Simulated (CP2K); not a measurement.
# TePb (Fm-3m) in CP2K: tuning alpha

Aim: find the choice of alpha that runs TePb fastest, at PBE. This setting moves, with any that are tied to it; all else stays.

Program: CP2K 2026.2. These are calculated values, not measurements. Logs are shortened: lines on timing, memory, paths and dates and some standing lists are left out, and cuts for length are marked.

**1. Starting point**

Symmetry: Fm-3m, No. 225, cubic system. The conventional cell has a = 6.462 Å, b = 6.462 Å, c = 6.462 Å, α = 90.00°, β = 90.00°, γ = 90.00°. Pb (site symmetry m-3m) is surrounded by 6 Te at 3.23 Å. Around Te (site symmetry m-3m) lie 6 Pb at 3.23 Å.

**2. With alpha 0.05**

Input file tepb_tune.inp:

```
&GLOBAL
  PROJECT tepb_tune
  RUN_TYPE ENERGY_FORCE
  PRINT_LEVEL LOW
&END GLOBAL
&FORCE_EVAL
  METHOD QS
  STRESS_TENSOR ANALYTICAL
  &DFT
    BASIS_SET_FILE_NAME BASIS_MOLOPT
    POTENTIAL_FILE_NAME GTH_POTENTIALS
    &MGRID
      CUTOFF 450
      REL_CUTOFF 60
      NGRIDS 4
    &END MGRID
    &QS
      METHOD GPW
      EPS_DEFAULT 1.0E-10
    &END QS
    &KPOINTS
      SCHEME MONKHORST-PACK 6 6 6
      GAMMA_CENTERED T
      SYMMETRY T
      SYMMETRY_BACKEND SPGLIB
    &END KPOINTS
    &SCF
      SCF_GUESS ATOMIC
      EPS_SCF 1.0E-6
      MAX_SCF 80
      ADDED_MOS 10
      CHOLESKY OFF
      EPS_EIGVAL 1.0E-7
      &DIAGONALIZATION ON
        ALGORITHM STANDARD
      &END DIAGONALIZATION
      &MIXING ON
        METHOD BROYDEN_MIXING
        ALPHA 0.05
        BETA 1.5
        NBUFFER 8
      &END MIXING
      &SMEAR ON
        METHOD FERMI_DIRAC
        ELECTRONIC_TEMPERATURE 116.05
      &END SMEAR
    &END SCF
    &XC
      &XC_FUNCTIONAL PBE
      &END XC_FUNCTIONAL
    &END XC
    &PRINT
      &KPOINTS ON
      &END KPOINTS
      &MULLIKEN ON
      &END MULLIKEN
      &MO ON
        ENERGIES T
        OCCUPATION_NUMBERS T
        &EACH
          QS_SCF 0
        &END EACH
        ADD_LAST NUMERIC
      &END MO
    &END PRINT
  &END DFT
  &SUBSYS
    &CELL
      ABC 4.5693240200 4.5693240200 4.5693240200
      ALPHA_BETA_GAMMA 60.0000000000 60.0000000002 60.0000000004
      PERIODIC XYZ
    &END CELL
    &COORD
      SCALED
      Pb  0.0000000000 0.0000000000 0.0000000000
      Te  0.5000000000 0.5000000000 0.5000000000
    &END COORD
    &KIND Pb
      BASIS_SET DZVP-MOLOPT-SR-GTH-q4
      POTENTIAL GTH-PBE-q4
    &END KIND
    &KIND Te
      BASIS_SET DZVP-MOLOPT-SR-GTH-q6
      POTENTIAL GTH-PBE-q6
    &END KIND
    &PRINT
      &ATOMIC_COORDINATES ON
      &END ATOMIC_COORDINATES
      &CELL ON
      &END CELL
    &END PRINT
  &END SUBSYS
  &PRINT
    &FORCES ON
    &END FORCES
    &STRESS_TENSOR ON
    &END STRESS_TENSOR
  &END PRINT
&END FORCE_EVAL
```

Potentials or basis: GTH_POTENTIALS Pb GTH-PBE-q4, Te GTH-PBE-q6; DZVP-MOLOPT-SR-GTH basis.

Launch:

```console
$ OMP_NUM_THREADS=8 cp2k.psmp -i tepb_tune.inp -o tepb_tune.out
```

It took 9.6 s on 8 threads of Arm Neoverse N1, host not shared; peak memory 0.31 GiB.

The run converged. Its results:

```yaml
Free_energy: -320.1425 eV
Pressure: 2.1 GPa
Band_gap_on_the_k_mesh: 0.72 eV, direct
Mulliken_charges: Pb +0.26; Te -0.26 e
```

**3. With alpha 0.1**

tepb_tune.inp: that of step 2 with these lines changed.

```diff
@@ -38,3 +38,3 @@
         METHOD BROYDEN_MIXING
-        ALPHA 0.05
+        ALPHA 0.1
         BETA 1.5
```

Potentials or basis: GTH_POTENTIALS Pb GTH-PBE-q4, Te GTH-PBE-q6; DZVP-MOLOPT-SR-GTH basis.

Launch:

```console
$ OMP_NUM_THREADS=8 cp2k.psmp -i tepb_tune.inp -o tepb_tune.out
```

Wall time 9.2 s (8 threads of Arm Neoverse N1, host not shared); peak memory 0.31 GiB.

The run converged. Its results:

```
Free energy            : -320.1425 eV
Pressure               : 2.1 GPa
Band gap on the k mesh : 0.72 eV, direct
Mulliken charges       : Pb +0.26; Te -0.26 e
```

**4. With alpha 0.2**

tepb_tune.inp: that of step 3 with these lines changed.

```diff
@@ -38,3 +38,3 @@
         METHOD BROYDEN_MIXING
-        ALPHA 0.1
+        ALPHA 0.2
         BETA 1.5
```

Launch:

```console
$ OMP_NUM_THREADS=8 cp2k.psmp -i tepb_tune.inp -o tepb_tune.out
```

Wall time 9.1 s (8 threads of Arm Neoverse N1, host not shared); peak memory 0.31 GiB.

Results (log left out):

- Free energy: -320.1425 eV
- Pressure: 2.1 GPa
- Band gap on the k mesh: 0.72 eV, direct
- Mulliken charges: Pb +0.26; Te -0.26 e

**5. With alpha 0.3**

tepb_tune.inp: that of step 4 with these lines changed.

```diff
@@ -38,3 +38,3 @@
         METHOD BROYDEN_MIXING
-        ALPHA 0.2
+        ALPHA 0.3
         BETA 1.5
```

Launch:

```console
$ OMP_NUM_THREADS=8 cp2k.psmp -i tepb_tune.inp -o tepb_tune.out
```

Wall time 8.6 s (8 threads of Arm Neoverse N1, host not shared); peak memory 0.31 GiB.

Results (log left out):

- Free energy: -320.1425 eV
- Pressure: 2.1 GPa
- Band gap on the k mesh: 0.72 eV, direct
- Mulliken charges: Pb +0.26; Te -0.26 e

**6. With alpha 0.4**

tepb_tune.inp: that of step 5 with these lines changed.

```diff
@@ -38,3 +38,3 @@
         METHOD BROYDEN_MIXING
-        ALPHA 0.3
+        ALPHA 0.4
         BETA 1.5
```

Potentials or basis: GTH_POTENTIALS Pb GTH-PBE-q4, Te GTH-PBE-q6; DZVP-MOLOPT-SR-GTH basis.

Launch:

```console
$ OMP_NUM_THREADS=8 cp2k.psmp -i tepb_tune.inp -o tepb_tune.out
```

It took 8.6 s on 8 threads of Arm Neoverse N1, host not shared; peak memory 0.31 GiB.

The run converged. Its results:

| Quantity | Value |
| --- | --- |
| Free energy | -320.1425 eV |
| Pressure | 2.1 GPa |
| Band gap on the k mesh | 0.72 eV, direct |
| Mulliken charges | Pb +0.26; Te -0.26 e |

**7. With alpha 0.6**

tepb_tune.inp: that of step 6 with these lines changed.

```diff
@@ -38,3 +38,3 @@
         METHOD BROYDEN_MIXING
-        ALPHA 0.4
+        ALPHA 0.6
         BETA 1.5
```

Launch:

```console
$ OMP_NUM_THREADS=8 cp2k.psmp -i tepb_tune.inp -o tepb_tune.out
```

It took 8 s on 8 threads of Arm Neoverse N1, host not shared; peak memory 0.31 GiB.

Results (log left out):

```yaml
Free_energy: -320.1425 eV
Pressure: 2.1 GPa
Band_gap_on_the_k_mesh: 0.72 eV, direct
Mulliken_charges: Pb +0.26; Te -0.26 e
```

**8. With alpha 0.8**

tepb_tune.inp: that of step 7 with these lines changed.

```diff
@@ -38,3 +38,3 @@
         METHOD BROYDEN_MIXING
-        ALPHA 0.6
+        ALPHA 0.8
         BETA 1.5
```

Potentials or basis: GTH_POTENTIALS Pb GTH-PBE-q4, Te GTH-PBE-q6; DZVP-MOLOPT-SR-GTH basis.

Launch:

```console
$ OMP_NUM_THREADS=8 cp2k.psmp -i tepb_tune.inp -o tepb_tune.out
```

tepb_tune.out:

```text

 CP2K| version string:                                       CP2K version 2026.2
 CP2K| Input file name                                             tepb_tune.inp

 GLOBAL| Force Environment number                                              1
 GLOBAL| Basis set file name                                        BASIS_MOLOPT
 GLOBAL| Potential file name                                      GTH_POTENTIALS
 GLOBAL| MM Potential file name                                     MM_POTENTIAL
 GLOBAL| Coordinate file name                                      __STD_INPUT__
 GLOBAL| Method name                                                        CP2K
 GLOBAL| Project name                                                  tepb_tune
 GLOBAL| Run type                                                   ENERGY_FORCE
 GLOBAL| FFT library                                                       FFTW3
[... 5 lines left out ...]
 GLOBAL| Global print level                                                  LOW
 GLOBAL| Total number of message passing processes                             1
 GLOBAL| Number of threads for this process                                    8
 GLOBAL| CPU model name                                                  UNKNOWN

 CELL| Volume [angstrom^3]:                                            67.459151
 CELL| Vector a [angstrom]:       4.569     0.000     0.000   |a| =     4.569324
 CELL| Vector b [angstrom]:       2.285     3.957     0.000   |b| =     4.569324
 CELL| Vector c [angstrom]:       2.285     1.319     3.731   |c| =     4.569324
 CELL| Angle (b,c), alpha [degree]:                                    60.000000
 CELL| Angle (a,c), beta  [degree]:                                    60.000000
 CELL| Angle (a,b), gamma [degree]:                                    60.000000
 CELL| Numerically orthorhombic:                                              NO
 CELL| Periodicity                                                           XYZ

 CELL_REF| Volume [angstrom^3]:                                        67.459151
 CELL_REF| Vector a [angstrom     4.569     0.000     0.000   |a| =     4.569324
 CELL_REF| Vector b [angstrom     2.285     3.957     0.000   |b| =     4.569324
 CELL_REF| Vector c [angstrom     2.285     1.319     3.731   |c| =     4.569324
 CELL_REF| Angle (b,c), alpha [degree]:                                60.000000
 CELL_REF| Angle (a,c), beta  [degree]:                                60.000000
 CELL_REF| Angle (a,b), gamma [degree]:                                60.000000
 CELL_REF| Numerically orthorhombic:                                          NO
 CELL_REF| Periodicity                                                       XYZ
[... 9 lines left out ...]
 TOTAL NUMBERS AND MAXIMUM NUMBERS

  Total number of            - Atomic kinds:                                   2
                             - Atoms:                                          2
                             - Shell sets:                                     2
                             - Shells:                                        10
                             - Primitive Cartesian functions:                 10
                             - Cartesian basis functions:                     28
                             - Spherical basis functions:                     26

  Maximum angular momentum of- Orbital basis functions:                        2
                             - Local part of the GTH pseudopotential:          0
                             - Non-local part of the GTH pseudopotential:      4

 MODULE QUICKSTEP: ATOMIC COORDINATES IN ANGSTROM

   Atom Kind Element         X             Y             Z       Z(eff)     Mass
      1    1 Pb   82      0.000000      0.000000      0.000000   4.0000 207.2000
      2    2 Te   52      4.569324      2.638100      1.865419   6.0000 127.6000

 SCF PARAMETERS         Density guess:                                    ATOMIC
                        --------------------------------------------------------
[... 56 lines left out ...]
 Number of occupied orbitals:                                                  5
 Number of molecular orbitals:                                                15

 Number of orbital functions:                                                 26
 Number of independent orbital functions:                                     26

 SCF WAVEFUNCTION OPTIMIZATION

  Step     Update method      Time    Convergence         Total energy    Change
  ------------------------------------------------------------------------------
     1 NoMix/Diag. 0.80E+00    0.5     0.36608416       -11.7977079473 -1.18E+01
     2 Broy./Diag. 0.80E+00    0.5     0.05123666       -11.6885245979  1.09E-01
     3 Broy./Diag. 0.80E+00    0.5     0.05700308       -11.7354687003 -4.69E-02
     4 Broy./Diag. 0.80E+00    0.5     0.00404909       -11.7789327331 -4.35E-02
     5 Broy./Diag. 0.80E+00    0.5     0.00123689       -11.7702470828  8.69E-03
     6 Broy./Diag. 0.80E+00    0.5     0.00074063       -11.7663011080  3.95E-03
     7 Broy./Diag. 0.80E+00    0.5     0.00013813       -11.7649367721  1.36E-03
     8 Broy./Diag. 0.80E+00    0.5     0.00002827       -11.7650188764 -8.21E-05
     9 Broy./Diag. 0.80E+00    0.5     0.00001284       -11.7650059491  1.29E-05
    10 Broy./Diag. 0.80E+00    0.6     0.00000108       -11.7650183497 -1.24E-05
    11 Broy./Diag. 0.80E+00    0.6     0.00000020       -11.7650192840 -9.34E-07

  *** SCF run converged in    11 steps ***

  Electronic density on regular grids:        -10.0000000000        0.0000000000
  Core density on regular grids:                9.9999999964       -0.0000000036
  Total charge density on r-space grids:       -0.0000000036
  Total charge density g-space grids:          -0.0000000036

  Overlap energy of the core charge distribution:               0.00000000001087
  Self energy of the core charge distribution:                -24.97092569745606
  Core Hamiltonian energy:                                      5.07104574706262
  Hartree energy:                                              10.94883116336204
  Exchange-correlation energy:                                 -2.81397049701089
  Electronic entropic energy:                                  -0.00000000000000
  Fermi energy:                                                 0.15018799345230

  Total energy:                                               -11.76501928403141
  Total energy (extrapolated to T->0):                        -11.76501928403141

 MO| EIGENVALUES AND OCCUPATION NUMBERS FOR K POINT 1
 MO|
 MO|  Index      Eigenvalue [a.u.]        Eigenvalue [eV]             Occupation
 MO|      1              -0.271123              -7.377640               2.000000
 MO|      2              -0.147655              -4.017889               2.000000
 MO|      3               0.096886               2.636389               2.000000
 MO|      4               0.096886               2.636390               2.000000
 MO|      5               0.121995               3.319665               2.000000
 MO|      6               0.191238               5.203838               0.000000
 MO|      7               0.202915               5.521594               0.000000
 MO|      8               0.202915               5.521596               0.000000
 MO|      9               0.418591              11.390432               0.000000
 MO|     10               0.447975              12.190021               0.000000
 MO|     11               0.447975              12.190027               0.000000
 MO|     12               0.602917              16.406206               0.000000
 MO|     13               0.636843              17.329388               0.000000
[... 277 lines left out ...]
 MO|      5               0.088817               2.416828               2.000000
 MO|      6               0.290351               7.900850               0.000000
 MO|      7               0.290351               7.900851               0.000000
 MO|      8               0.290351               7.900854               0.000000
 MO|      9               0.355675               9.678420               0.000000
 MO|     10               0.355675               9.678421               0.000000
 MO|     11               0.355676               9.678425               0.000000
 MO|     12               0.438982              11.945314               0.000000
 MO|     13               0.438982              11.945319               0.000000
 MO|     14               0.782410              21.290459               0.000000
 MO|     15               0.956743              26.034298               0.000000
 MO| Sum:                                                              10.000000
 MO| E(Fermi):            0.150188 a.u.          4.086823 eV
 MO| Band gap:            0.201534 a.u.          5.484022 eV

 [... the levels of further k-points ...]

 !-----------------------------------------------------------------------------!
                     Mulliken Population Analysis

 #  Atom  Element  Kind  Atomic population                           Net charge
       1     Pb       1          3.742740                              0.257260
       2     Te       2          6.257260                             -0.257260
 # Total charge                             10.000000                  0.000000

 !-----------------------------------------------------------------------------!

 ENERGY| Total FORCE_EVAL ( QS ) energy [hartree]            -11.765019977591692

 FORCES| Atomic forces [hartree/bohr]
 FORCES|   Atom     x               y               z               |f|
 FORCES|      1  1.09452989E-15 -3.85412893E-16  1.65354110E-15   2.02008340E-15
 FORCES|      2 -1.50864048E-15  2.38695754E-16  6.64875227E-16   1.66584238E-15
 FORCES| Sum    -4.14110590E-16 -1.46717139E-16  2.31841633E-15
 FORCES| Total atomic force                                       2.35967536E-15

 STRESS| Analytical stress tensor [bar]
 STRESS|                        x                   y                   z
 STRESS|      x        2.13296263920E+04   3.64190865200E-03  -1.91076192143E-03
 STRESS|      y        3.64190865200E-03   2.13296267448E+04   7.28695970257E-03
 STRESS|      z       -1.91076192143E-03   7.28695970257E-03   2.13296234972E+04
 STRESS| 1/3 Trace                                             2.13296255446E+04
 STRESS| Determinant                                           9.70397554935E+12

 STRESS| Eigenvectors and eigenvalues of the analytical stress tensor [bar]
 STRESS|                        1                   2                   3
 STRESS| Eigenvalues   2.13296162338E+04   2.13296273416E+04   2.13296330585E+04
 STRESS|      x           0.352680728105     -0.894458899032      0.274881032385
 STRESS|      y          -0.612588936264      0.001361484385      0.790400494387
 STRESS|      z           0.707355002238      0.447148101083      0.547455456185
```

It took 7.5 s on 8 threads of Arm Neoverse N1, host not shared; peak memory 0.31 GiB.

Results:

- Free energy: -320.1425 eV
- Pressure: 2.1 GPa
- Band gap on the k mesh: 0.72 eV, direct
- Mulliken charges: Pb +0.26; Te -0.26 e

**9. Summary**

| alpha | energy less the last converged row (meV/atom) | SCF cycles | wall time (s) | peak memory (GiB) |
| --- | --- | --- | --- | --- |
| 0.05 | 0.00 | 15 | 9.6 | 0.31 |
| 0.1 | 0.00 | 14 | 9.2 | 0.31 |
| 0.2 | 0.00 | 14 | 9.1 | 0.31 |
| 0.3 | 0.00 | 13 | 8.6 | 0.31 |
| 0.4 | 0.00 | 13 | 8.6 | 0.31 |
| 0.6 | 0.00 | 12 | 8 | 0.31 |
| 0.8 | 0.00 | 11 | 7.5 | 0.31 |

Fastest here: 0.8 (7.5 s), level within noise with 0.3, 0.4, 0.6; slowest of those that converged: 0.05 (9.6 s). These are single runs, one after another on one machine, so differences under about a fifth mean little.

Caveats: spin-orbit coupling is left out, which as a rule narrows the gap of such compounds by several tenths of an eV; the basis of atomic orbitals isn't converged, which shifts pressures, moduli and gaps.
